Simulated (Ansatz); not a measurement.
## A series in volume per atom on Pd

Equation of state of a cubic crystal from periodic Kohn-Sham density functional theory without spin; pressure corrected for the finite basis. The results are calculated, by Ansatz 0.2.0 development build.

Cell of the first row (space group Fd-3m, No. 227):
```
CELL_PARAMETERS angstrom
0.00000 2.84590 2.84590
2.84590 0.00000 2.84590
2.84590 2.84590 0.00000
ATOMIC_POSITIONS crystal
Pd 0.00000 0.00000 0.00000
Pd 0.25000 0.25000 0.25000
```

Settings of every row: formula Pd; structure type diamond; functional PBE; spin treatment none; k mesh 32x32x32; occupation method fermi-dirac; occupation width 0.061225619 eV; wave cutoff 420 eV; datasets soft-1 PAW; density cutoff ratio 4.

Limits: a cubic model structure, not a phase known at ambient conditions; no spin polarisation, a magnetic state may lie lower.

```csv
row,volume per atom (Å³),pressure (GPa),energy above lowest point (meV/atom)
1,23.049,4.747,20.19
2,23.54,2.941,8.48
3,24.03,1.353,1.96
4,24.52,-0.044,0
5,25.011,?,?
6,25.501,-2.358,7.65
7,25.992,-3.311,16.35
```

Question: what pressure and energy above lowest point should row 5 give?

Worked fit of pressure. Take u = (V_r/V)^(2/3) − 1 with V_r = 24.275 Å³ an atom, which is twice the finite (Eulerian) strain; such expansions in the strain, on which the Birch-Murnaghan equation of state is built, carry the rest volume and the bulk modulus. The shown rows have u = 0.03515, 0.02071, 0.00679, -0.00667, -0.03231, -0.04454. Least squares give pressure = 0.632 + 103.781 × u + 362.43 × u² + 448 × u³ GPa; a parabola predicts inner rows, each left out in turn, worse (root mean square 0.0085 against 0.00061 GPa). The rows lie off it by 0.000, 0.000, -0.001, 0.000, 0.000, 0.000. The pressure vanishes at u = -0.0062, or V = 24.5 Å³ an atom, and there the bulk modulus at fixed shape and fractions is B = −V dP/dV = (2/3)(1 + u) dP/du = 65.8 GPa. The withheld row has u = -0.01972, so the fit gives 0.632 + 103.781 × (-0.01972) + 362.43 × (-0.01972)² + 448 × (-0.01972)³ = -1.277 GPa.

The calculation gave -1.274 GPa. The fit lies 0.003 GPa (0.037 % of the column's range) below it; its largest miss of a shown row is 0.001 GPa.

Worked fit of energy above lowest point. Take u = (V_r/V)^(2/3) − 1 with V_r = 24.275 Å³ an atom, which is twice the finite (Eulerian) strain; such expansions in the strain, on which the Birch-Murnaghan equation of state is built, carry the rest volume and the bulk modulus. The shown rows have u = 0.03515, 0.02071, 0.00679, -0.00667, -0.03231, -0.04454. Least squares give energy above lowest point = 0.448 + 143.74 × u + 11605.4 × u² + 8112 × u³ meV/atom; a parabola predicts inner rows, each left out in turn, worse (root mean square 0.15 against 0.0092 meV/atom). The rows lie off it by 0.00, 0.01, 0.00, 0.00, 0.00, 0.00. Its lowest point lies at u = -0.0062, or V = 24.5 Å³ an atom, and the curvature there gives the bulk modulus at fixed shape and fractions, B = (4/9)(1 + u)² E″(u)/V = 65.7 GPa. The withheld row has u = -0.01972, so the fit gives 0.448 + 143.74 × (-0.01972) + 11605.4 × (-0.01972)² + 8112 × (-0.01972)³ = 2.06 meV/atom.

The calculation gave 2.05 meV/atom. The fit lies 0.01 meV/atom (0.05 % of the column's range) above it, one unit of the last digit.
